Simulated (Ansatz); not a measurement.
Task: a G0W0 quasiparticle calculation of CaF₂, space group Fm-3m, with Ansatz's Python interface. Give the script and its output. Use: PBE, PAW, the default cutoff (420 eV here), 4×4×4 k-points, fixed occupations.

`caf2.xyz`
```text
3
Lattice="0.0 2.731 2.731 2.731 0.0 2.731 2.731 2.731 0.0" Properties=species:S:1:pos:R:3 pbc="T T T"
Ca    0.00000000    0.00000000    0.00000000
F     1.36550000    1.36550000    1.36550000
F     4.09650000    4.09650000    4.09650000
```

`gw.py`
```python
"""Quasiparticle gap of CaF2 by G0W0."""

import ansatz as az

xtal = az.Crystal.from_extxyz("caf2.xyz")

job = (
    xtal.calculation()
    .functional("pbe")
    .pseudopotentials("paw")
    .kpoints(4)
    .occupations("fixed")
    .gw(empty_bands=40, screening_cutoff=100, quasiparticle_bands=("v1", "c1"))
)
events = []
outcome = job.session().plan().execute(on_event=events.append, runs_dir="gw_run")
gw = next(e["data"] for e in events if e["event"] == "gw_qp")
top = gw["frontier_bands"]["highest_filled_band"]
for qp in gw["qp"]:
    if qp["ik"] == 0:
        print("band", qp["band"], "shift", round(qp["e_qp_ev"] - qp["eps_ks_ev"], 3), "eV, Z =", round(qp["z"], 3))
for key, label in (("eps_ks_ev", "Kohn-Sham"), ("e_qp_ev", "G0W0")):
    filled = max(qp[key] for qp in gw["qp"] if qp["band"] <= top)
    empty = min(qp[key] for qp in gw["qp"] if qp["band"] > top)
    print(f"{label} gap on the mesh: {empty - filled:.3f} eV")
print("static dielectric eigenvalues (RPA, this mesh):", [round(e, 3) for e in gw["screening"][0]["eps_tensor_eigenvalues"]])
```

Output of `python gw.py`:
```text
DeckWarning: basis.ecutwfc = 420 eV, auto-derived from the records' recommended cutoffs: set by Ca (normal level)
band 12 shift -1.969 eV, Z = 0.812
band 13 shift 1.162 eV, Z = 0.892
Kohn-Sham gap on the mesh: 7.301 eV
G0W0 gap on the mesh: 10.374 eV
static dielectric eigenvalues (RPA, this mesh): [2.193, 2.193, 2.193]
```
(Warnings from the package without file and line.)

What to keep in mind:
- The k-point mesh is coarse, and energy and stress weren't tested for convergence.
- The starting cell is as deposited in a crystallographic database; the results hold for this polymorph, which needn't be the stable one.
- Mesh, empty bands and screening cutoff are small, so the quasiparticle gap isn't converged, and it is read on the mesh points alone. Spin-orbit coupling is left out, which matters for heavy elements.
- Finished in 4.4 s on 1 thread of Intel(R) Xeon(R) Processor @ 2.30GHz, on a shared host, peak memory 0.47 GiB.
